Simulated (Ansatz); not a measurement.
**PbS (I4mm) at 2 levels of theory**

One geometry, relaxed with PBE; plane waves with PAW potentials in Ansatz, scalar-relativistic. No spin polarisation. Gaps are the least over mesh and band path; pressure is positive in compression.

```cif
data_structure
_symmetry_space_group_name_H-M 'P 1'
_symmetry_Int_Tables_number 1
_cell_length_a 4.2497
_cell_length_b 4.2497
_cell_length_c 4.2497
_cell_angle_alpha 120.010
_cell_angle_beta 120.010
_cell_angle_gamma 89.984
_cell_volume 54.26
loop_
_atom_site_label
_atom_site_type_symbol
_atom_site_fract_x
_atom_site_fract_y
_atom_site_fract_z
_atom_site_occupancy
Pb1 Pb 0.25231 0.25231 0.00000 1
S1 S 0.74769 0.74769 0.00000 1
```

```
level  cutoff (eV)    k mesh  gap (eV)  pressure (GPa)
  PBE          420  12×12×12      0.50             0.0
```

Question: What comes out on the same cell with r2SCAN?

Answer:
```
 level  cutoff (eV)    k mesh  gap (eV)  pressure (GPa)
r2SCAN          500  12×12×12      0.76            -1.0
```

Spin-orbit coupling matters for the bands of heavy elements and is left out.

The structure comes from a generated guess; another structure or a mixture of phases may lie lower.
